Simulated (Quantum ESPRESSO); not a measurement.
# MgO (Fm-3m) in Quantum ESPRESSO: notebook

The runs below take MgO through band structure, with AM05, r2SCAN, SCAN.

All numbers are computed with Quantum ESPRESSO 7.5; they aren't measurements. Logs are shortened: lines on timing, memory, paths and dates and some standing lists are left out, and cuts for length are marked.

**Experimental background.**

“Electronic structure of alkaline earth and post-transition metal oxides”, 2009, arxiv:0908.1581 quotes, for a bulk crystal of MgO: band gap 7.83 eV.

The runs below are set against these values where they give the same quantity.

### Step 1. Starting point

The structure is cubic, space group Fm-3m (No. 225). The conventional cell has a = 4.194 Å, b = 4.194 Å, c = 4.194 Å, α = 90.00°, β = 90.00°, γ = 90.00°. Mg (site symmetry m-3m) has 6 O at 2.10 Å as nearest neighbours. O (site symmetry m-3m) has 6 Mg at 2.10 Å as nearest neighbours.

The cell is a database's computed one.

### Step 2. Band structure, AM05

pw.in

```
&CONTROL
  calculation = 'scf'
  prefix = 'pwscf'
  outdir = './tmp'
  pseudo_dir = './pseudo'
  tprnfor = .true.
  tstress = .true.
  disk_io = 'low'
/
&SYSTEM
  ibrav = 0
  nat = 2
  ntyp = 2
  ecutwfc = 88
  nbnd = 14
  input_dft = 'XC-000I-000I-120L-135L-000I-000I'
  occupations = 'smearing'
  smearing = 'fd'
  degauss = 0.00367493
/
&ELECTRONS
  conv_thr = 4d-10
  electron_maxstep = 120
  mixing_beta = 0.5
/
ATOMIC_SPECIES
Mg    24.3050 Mg_ONCV_PBE-1.2.upf
O     15.9990 O_ONCV_PBE-1.2.upf
CELL_PARAMETERS angstrom
   0.0000000000    2.0970013927    2.0970013927
   2.0970013927    0.0000000000    2.0970013927
   2.0970013927    2.0970013927    0.0000000000
ATOMIC_POSITIONS angstrom
Mg     0.0000000000    0.0000000000    0.0000000000
O      2.0970013927    2.0970013927    2.0970013927
K_POINTS automatic
11 11 11 0 0 0
```

bands.in

```
&CONTROL
  calculation = 'bands'
  prefix = 'pwscf'
  outdir = './tmp'
  pseudo_dir = './pseudo'
  disk_io = 'low'
  verbosity = 'high'
/
&SYSTEM
  ibrav = 0
  nat = 2
  ntyp = 2
  ecutwfc = 88
  nbnd = 14
  input_dft = 'XC-000I-000I-120L-135L-000I-000I'
  occupations = 'smearing'
  smearing = 'fd'
  degauss = 0.00367493
/
&ELECTRONS
  conv_thr = 1d-08
  electron_maxstep = 120
  mixing_beta = 0.5
  diago_full_acc = .true.
  startingwfc = 'random'
/
ATOMIC_SPECIES
Mg    24.3050 Mg_ONCV_PBE-1.2.upf
O     15.9990 O_ONCV_PBE-1.2.upf
CELL_PARAMETERS angstrom
   0.0000000000    2.0970013927    2.0970013927
   2.0970013927    0.0000000000    2.0970013927
   2.0970013927    2.0970013927    0.0000000000
ATOMIC_POSITIONS angstrom
Mg     0.0000000000    0.0000000000    0.0000000000
O      2.0970013927    2.0970013927    2.0970013927
K_POINTS crystal
60
 0.0000000000  0.0000000000  0.0000000000 1
 0.0625000000  0.0000000000  0.0625000000 1
 0.1250000000  0.0000000000  0.1250000000 1
 0.1875000000  0.0000000000  0.1875000000 1
 0.2500000000  0.0000000000  0.2500000000 1
 0.3125000000  0.0000000000  0.3125000000 1
 0.3750000000  0.0000000000  0.3750000000 1
 0.4375000000  0.0000000000  0.4375000000 1
 0.5000000000  0.0000000000  0.5000000000 1
 0.5000000000  0.0625000000  0.5625000000 1
 0.5000000000  0.1250000000  0.6250000000 1
 0.5000000000  0.1875000000  0.6875000000 1
 0.5000000000  0.2500000000  0.7500000000 1
 0.4375000000  0.3125000000  0.7500000000 1
 0.3750000000  0.3750000000  0.7500000000 1
 0.3375000000  0.3375000000  0.6750000000 1
 0.3000000000  0.3000000000  0.6000000000 1
 0.2625000000  0.2625000000  0.5250000000 1
 0.2250000000  0.2250000000  0.4500000000 1
 0.1875000000  0.1875000000  0.3750000000 1
 0.1500000000  0.1500000000  0.3000000000 1
 0.1125000000  0.1125000000  0.2250000000 1
 0.0750000000  0.0750000000  0.1500000000 1
 0.0375000000  0.0375000000  0.0750000000 1
 0.0000000000  0.0000000000  0.0000000000 1
 0.0625000000  0.0625000000  0.0625000000 1
 0.1250000000  0.1250000000  0.1250000000 1
 0.1875000000  0.1875000000  0.1875000000 1
 0.2500000000  0.2500000000  0.2500000000 1
 0.3125000000  0.3125000000  0.3125000000 1
 0.3750000000  0.3750000000  0.3750000000 1
 0.4375000000  0.4375000000  0.4375000000 1
 0.5000000000  0.5000000000  0.5000000000 1
 0.5250000000  0.4500000000  0.5250000000 1
 0.5500000000  0.4000000000  0.5500000000 1
 0.5750000000  0.3500000000  0.5750000000 1
 0.6000000000  0.3000000000  0.6000000000 1
 0.6250000000  0.2500000000  0.6250000000 1
 0.5833333333  0.2500000000  0.6666666667 1
 0.5416666667  0.2500000000  0.7083333333 1
 0.5000000000  0.2500000000  0.7500000000 1
 0.5000000000  0.2857142857  0.7142857143 1
 0.5000000000  0.3214285714  0.6785714286 1
 0.5000000000  0.3571428571  0.6428571429 1
 0.5000000000  0.3928571429  0.6071428571 1
 0.5000000000  0.4285714286  0.5714285714 1
 0.5000000000  0.4642857143  0.5357142857 1
 0.5000000000  0.5000000000  0.5000000000 1
 0.4821428571  0.4821428571  0.5357142857 1
 0.4642857143  0.4642857143  0.5714285714 1
 0.4464285714  0.4464285714  0.6071428571 1
 0.4285714286  0.4285714286  0.6428571429 1
 0.4107142857  0.4107142857  0.6785714286 1
 0.3928571429  0.3928571429  0.7142857143 1
 0.3750000000  0.3750000000  0.7500000000 1
 0.6250000000  0.2500000000  0.6250000000 1
 0.5937500000  0.1875000000  0.5937500000 1
 0.5625000000  0.1250000000  0.5625000000 1
 0.5312500000  0.0625000000  0.5312500000 1
 0.5000000000  0.0000000000  0.5000000000 1
```

Potentials or basis: SG15 PBE 1.2.

Launch:

```
> OMP_NUM_THREADS=1 pw.x -in pw.in > pw.out
> OMP_NUM_THREADS=1 pw.x -in bands.in > bands.out
```

pw.out:

```text
This program is part of the open-source Quantum ESPRESSO suite
     for quantum simulation of materials; please cite
         "P. Giannozzi et al., J. Phys.:Condens. Matter 21 395502 (2009);
         "P. Giannozzi et al., J. Phys.:Condens. Matter 29 465901 (2017);
         "P. Giannozzi et al., J. Chem. Phys. 152 154105 (2020);
     in publications or presentations arising from this work. More details at

     IMPORTANT: XC functional enforced from input :
     Exchange-correlation= XC-000I-000I-120L-135L-000I-000I
                           (   0   0 120 135   0   0   0)
     Any further DFT definition will be discarded
     Please, verify this is what you really want

     Message from routine setup:
     using ibrav=0 with symmetry is DISCOURAGED, use correct ibrav instead

     G-vector sticks info
     --------------------
     sticks:   dense  smooth     PW     G-vecs:    dense   smooth      PW
     Sum         757     757    241                13851    13851    2421

     Using Slab Decomposition

     bravais-lattice index     =            0
     lattice parameter (alat)  =       5.6042  a.u.
     unit-cell volume          =     124.4580 (a.u.)^3
     number of atoms/cell      =            2
     number of atomic types    =            2
     number of electrons       =        16.00
     number of Kohn-Sham states=           14
     kinetic-energy cutoff     =      88.0000  Ry
     charge density cutoff     =     352.0000  Ry
     scf convergence threshold =      4.0E-10
     mixing beta               =       0.5000
     number of iterations used =            8  plain     mixing
     Exchange-correlation= XC-000I-000I-120L-135L-000I-000I
                           (   0   0 120 135   0   0   0)

     celldm(1)=   5.604187  celldm(2)=   0.000000  celldm(3)=   0.000000
     celldm(4)=   0.000000  celldm(5)=   0.000000  celldm(6)=   0.000000

     crystal axes: (cart. coord. in units of alat)
               a(1) = (   0.000000   0.707107   0.707107 )
               a(2) = (   0.707107   0.000000   0.707107 )
               a(3) = (   0.707107   0.707107   0.000000 )

     reciprocal axes: (cart. coord. in units 2 pi/alat)
               b(1) = ( -0.707107  0.707107  0.707107 )
               b(2) = (  0.707107 -0.707107  0.707107 )
               b(3) = (  0.707107  0.707107 -0.707107 )

     PseudoPot. # 1 for Mg read from file:
     Mg_ONCV_PBE-1.2.upf
     Pseudo is Norm-conserving, Zval = 10.0
     Generated using ONCVPSP code by D. R. Hamann
     Using radial grid of  602 points,  4 beta functions with:
                l(1) =   0
                l(2) =   0
                l(3) =   1
                l(4) =   1

     PseudoPot. # 2 for O  read from file:
     O_ONCV_PBE-1.2.upf
     Pseudo is Norm-conserving, Zval =  6.0
     Generated using ONCVPSP code by D. R. Hamann
     Using radial grid of  602 points,  4 beta functions with:
                l(1) =   0
                l(2) =   0
                l(3) =   1
                l(4) =   1

     atomic species   valence    mass     pseudopotential
     Mg               10.00    24.30500     Mg( 1.00)
     O                 6.00    15.99900     O ( 1.00)

     48 Sym. Ops., with inversion, found

   Cartesian axes

     site n.     atom                  positions (alat units)
         1        Mg     tau(   1) = (   0.0000000   0.0000000   0.0000000  )
         2        O      tau(   2) = (   0.7071068   0.7071068   0.7071068  )

     number of k points=    56  Fermi-Dirac smearing, width (Ry)=  0.0037
                       cart. coord. in units 2pi/alat
        k(    1) = (   0.0000000   0.0000000   0.0000000), wk =   0.0015026
        k(    2) = (   0.0642824   0.0642824  -0.0642824), wk =   0.0120210
        k(    3) = (   0.1285649   0.1285649  -0.1285649), wk =   0.0120210
        k(    4) = (   0.1928473   0.1928473  -0.1928473), wk =   0.0120210
        k(    5) = (   0.2571297   0.2571297  -0.2571297), wk =   0.0120210
        k(    6) = (   0.3214122   0.3214122  -0.3214122), wk =   0.0120210
[... 48 lines left out ...]
        k(   55) = (  -0.0642824  -0.4499770   0.7071068), wk =   0.0360631
        k(   56) = (   0.0000000  -0.3856946   0.6428243), wk =   0.0360631

     Dense  grid:    13851 G-vectors     FFT dimensions: (  36,  36,  36)

     WARNING: libxc functional with ID  120 depends
      on external parameters: check the user_guide of
      QE if you need to modify them or to check their
      default values.

     WARNING: libxc functional with ID  135 depends
      on external parameters: check the user_guide of
      QE if you need to modify them or to check their
      default values.

     Initial potential from superposition of free atoms

     starting charge      15.9336, renormalised to      16.0000
     Starting wfcs are random

     Self-consistent Calculation

     iteration #  1     ecut=    88.00 Ry     beta= 0.50
     Davidson diagonalization with overlap
     ethr =  1.00E-02,  avg # of iterations =  7.4

     total energy              =    -140.35466783 Ry
     estimated scf accuracy    <       0.29395803 Ry

     iteration #  2     ecut=    88.00 Ry     beta= 0.50
     Davidson diagonalization with overlap
     ethr =  1.84E-03,  avg # of iterations =  2.0
[... 43 lines left out ...]
     total energy              =    -140.43919551 Ry
     estimated scf accuracy    <          1.8E-09 Ry

     iteration #  9     ecut=    88.00 Ry     beta= 0.50
     Davidson diagonalization with overlap
     ethr =  1.11E-11,  avg # of iterations =  1.6

     End of self-consistent calculation

          k = 0.0000 0.0000 0.0000 (  1807 PWs)   bands (ev):

   -63.0629 -29.8183 -29.8183 -29.8183  -8.3848   8.9451   8.9451   8.9451
    13.7081  24.7653  24.7653  24.7653  28.4611  30.6076

          k = 0.0643 0.0643-0.0643 (  1762 PWs)   bands (ev):

   -63.0619 -29.8258 -29.8190 -29.8190  -8.2911   8.3820   8.8872   8.8872
    14.2474  23.6227  24.9704  24.9704  29.9805  29.9861

          k = 0.1286 0.1286-0.1286 (  1754 PWs)   bands (ev):
[... 96 lines left out ...]
   -63.0525 -29.8969 -29.8471 -29.8298  -6.9807   4.8425   7.1740   8.1896
    18.1461  21.1847  23.1503  26.1737  29.9236  30.4876

          k =-0.0643-0.3214 0.3214 (  1738 PWs)   bands (ev):

   -63.0541 -29.8846 -29.8450 -29.8258  -7.2281   5.3584   7.3558   8.3688
    17.8725  20.8143  23.7197  26.4762  28.5885  30.4502

          k = 0.0000-0.2571 0.2571 (  1743 PWs)   bands (ev):

   -63.0563 -29.8693 -29.8378 -29.8224  -7.5528   6.0226   7.8050   8.5605
    17.0357  20.9336  24.5290  26.9961  27.0935  30.3503

          k = 0.3857 0.0000-0.0000 (  1728 PWs)   bands (ev):

   -63.0554 -29.8662 -29.8360 -29.8360  -7.4803   5.9994   8.0981   8.0981
    17.4613  19.6450  24.0428  26.7376  26.7376  32.8603

          k = 0.4500 0.0643-0.0643 (  1724 PWs)   bands (ev):
[... 36 lines left out ...]
   -63.0503 -29.8901 -29.8598 -29.8446  -6.7852   5.0980   6.7627   7.7033
    18.6713  20.0658  21.7907  27.4904  27.4985  35.4924

          k =-0.0000-0.5143 0.5143 (  1734 PWs)   bands (ev):

   -63.0504 -29.8814 -29.8727 -29.8406  -6.7621   5.4862   6.0101   7.8140
    19.0728  21.0705  21.4057  27.1331  27.4429  33.6300

          k = 0.6428-0.0000 0.0000 (  1732 PWs)   bands (ev):

   -63.0503 -29.8962 -29.8488 -29.8488  -6.8206   4.8282   7.5954   7.5954
    18.0016  19.0085  22.1059  28.0316  28.0316  34.7429

          k =-0.0000-0.6428 0.6428 (  1732 PWs)   bands (ev):

   -63.0501 -29.8956 -29.8528 -29.8483  -6.7778   4.8618   7.3121   7.6005
    18.1753  19.2922  22.0068  27.8657  27.9447  34.9377

          k = 0.2571 0.1286 0.0000 (  1751 PWs)   bands (ev):

   -63.0583 -29.8536 -29.8302 -29.8232  -7.8232   6.7241   8.2890   8.5879
    16.2054  21.2113  25.2296  26.1065  27.0163  30.8284

          k = 0.3214 0.1928-0.0643 (  1737 PWs)   bands (ev):

   -63.0558 -29.8729 -29.8361 -29.8256  -7.4949   5.8562   7.9077   8.4155
    17.1735  20.7059  24.4952  26.3726  27.4778  31.0771

          k = 0.3857 0.2571-0.1286 (  1736 PWs)   bands (ev):
[... 26 lines left out ...]
   -63.0514 -29.8937 -29.8555 -29.8363  -6.8484   4.9960   6.7203   7.9028
    18.8643  21.1180  22.2555  26.0670  29.2875  31.3628

          k =-0.0643-0.3214 0.4500 (  1743 PWs)   bands (ev):

   -63.0522 -29.8888 -29.8551 -29.8327  -6.9655   5.1830   6.7994   8.0444
    18.8167  20.7267  22.6210  26.2288  29.4629  30.5257

          k = 0.0000-0.2571 0.3857 (  1730 PWs)   bands (ev):

   -63.0538 -29.8813 -29.8479 -29.8285  -7.2113   5.4848   7.2496   8.2439
    18.2106  20.4351  23.4255  26.5183  28.1338  31.0531

          k = 0.5143 0.1286 0.0000 (  1727 PWs)   bands (ev):

   -63.0520 -29.8860 -29.8476 -29.8425  -7.0218   5.2310   7.4813   7.7402
    18.9509  18.9867  22.4211  26.9684  27.8872  33.9995

          k =-0.1286-0.5143 0.6428 (  1730 PWs)   bands (ev):

   -63.0509 -29.8885 -29.8560 -29.8444  -6.8482   5.1694   6.9137   7.6194
    19.0513  19.9897  21.8800  26.4636  28.4311  33.8589

          k =-0.0643-0.4500 0.5785 (  1731 PWs)   bands (ev):

   -63.0505 -29.8842 -29.8671 -29.8426  -6.7698   5.3976   6.2321   7.6615
    19.3384  20.9549  21.4842  25.9834  28.7448  32.8138

          k = 0.0000-0.3857 0.5143 (  1736 PWs)   bands (ev):

   -63.0510 -29.8816 -29.8697 -29.8380  -6.8150   5.5204   6.0605   7.8242
    19.5033  20.8568  21.7944  26.0200  29.3088  31.0937

          k =-0.0643-0.5785 0.7071 (  1727 PWs)   bands (ev):

   -63.0502 -29.8929 -29.8525 -29.8492  -6.7976   4.9715   7.2788   7.4753
    18.5086  19.4861  21.9235  27.1074  28.3648  35.0770

          k =-0.0000-0.5143 0.6428 (  1729 PWs)   bands (ev):
[... 11 lines left out ...]
   -63.0507 -29.8843 -29.8645 -29.8432  -6.7900   5.4058   6.3407   7.5542
    19.7882  20.6599  21.6751  25.4491  29.9624  31.2003

          k =-0.0643-0.4500 0.7071 (  1726 PWs)   bands (ev):

   -63.0502 -29.8841 -29.8627 -29.8496  -6.7525   5.3805   6.5516   7.2816
    19.6759  20.5393  21.4024  25.4395  29.4824  32.9211

          k = 0.0000-0.3857 0.6428 (  1738 PWs)   bands (ev):

   -63.0502 -29.8760 -29.8725 -29.8490  -6.7311   5.7768   5.9907   7.2782
    20.1506  20.8494  21.2613  24.8921  30.2631  31.6294

     the Fermi energy is    11.1035 ev

!    total energy              =    -140.43919551 Ry
     estimated scf accuracy    <          9.9E-11 Ry
     smearing contrib. (-TS)   =       0.00000000 Ry
     internal energy E=F+TS    =    -140.43919551 Ry

     The total energy is F=E-TS. E is the sum of the following terms:
     one-electron contribution =     -55.73426190 Ry
     hartree contribution      =      31.23235006 Ry
     xc contribution           =     -20.76251799 Ry
     ewald contribution        =     -95.17476569 Ry

     convergence has been achieved in   9 iterations

     Forces acting on atoms (cartesian axes, Ry/au):

     atom    1 type  1   force =    -0.00000000    0.00000000   -0.00000000
     atom    2 type  2   force =     0.00000000    0.00000000    0.00000000

     Total force =     0.000000     Total SCF correction =     0.000000

     Computing stress (Cartesian axis) and pressure

          total   stress  (Ry/bohr**3)                   (kbar)     P=       46.30
   0.00031474  -0.00000000  -0.00000000           46.30       -0.00       -0.00
   0.00000000   0.00031474  -0.00000000            0.00       46.30       -0.00
  -0.00000000  -0.00000000   0.00031474           -0.00       -0.00       46.30

=------------------------------------------------------------------------------=
   JOB DONE.
=------------------------------------------------------------------------------=
```

Wall time 29 s (1 thread of Arm Neoverse V2, shared host); peak memory 0.09 GiB.

What came out:

```yaml
Free_energy: -1910.7726 eV
Pressure: 4.6 GPa
Band_gap_on_the_k_mesh: 4.76 eV, direct
Band_gap_along_the_path: 4.76 eV, direct
```

Levels at the corners of the path, in eV from the valence-band top:
| point | band 5 | band 6 | band 7 | band 8 | band 9 | band 10 | band 11 | band 12 |
| --- | --- | --- | --- | --- | --- | --- | --- | --- |
| Γ | -17.33 | 0.00 | 0.00 | 0.00 | 4.76 | 15.82 | 15.82 | 15.82 |
| X | -15.73 | -4.16 | -1.37 | -1.37 | 8.99 | 10.08 | 13.15 | 19.15 |
| W | -15.66 | -3.02 | -3.02 | -1.81 | 11.63 | 11.63 | 12.31 | 15.66 |
| K | -15.70 | -3.57 | -2.77 | -1.17 | 10.04 | 11.90 | 12.55 | 18.29 |
| Γ | -17.33 | 0.00 | 0.00 | 0.00 | 4.76 | 15.82 | 15.82 | 15.82 |
| L | -15.96 | -4.73 | -0.67 | -0.67 | 7.85 | 12.70 | 16.42 | 16.42 |
| U | -15.70 | -3.57 | -2.77 | -1.17 | 10.04 | 11.90 | 12.55 | 18.29 |
| W | -15.66 | -3.02 | -3.02 | -1.81 | 11.63 | 11.63 | 12.31 | 15.66 |
| L | -15.96 | -4.73 | -0.67 | -0.67 | 7.85 | 12.70 | 16.42 | 16.42 |
| K | -15.70 | -3.57 | -2.77 | -1.17 | 10.04 | 11.90 | 12.55 | 18.29 |
| U | -15.70 | -3.57 | -2.77 | -1.17 | 10.04 | 11.90 | 12.55 | 18.29 |
| X | -15.73 | -4.16 | -1.37 | -1.37 | 8.99 | 10.08 | 13.15 | 19.15 |

Caveat: the potentials were made for another functional, which shifts forces and pressure.

(Continued in part 2 of 2.)
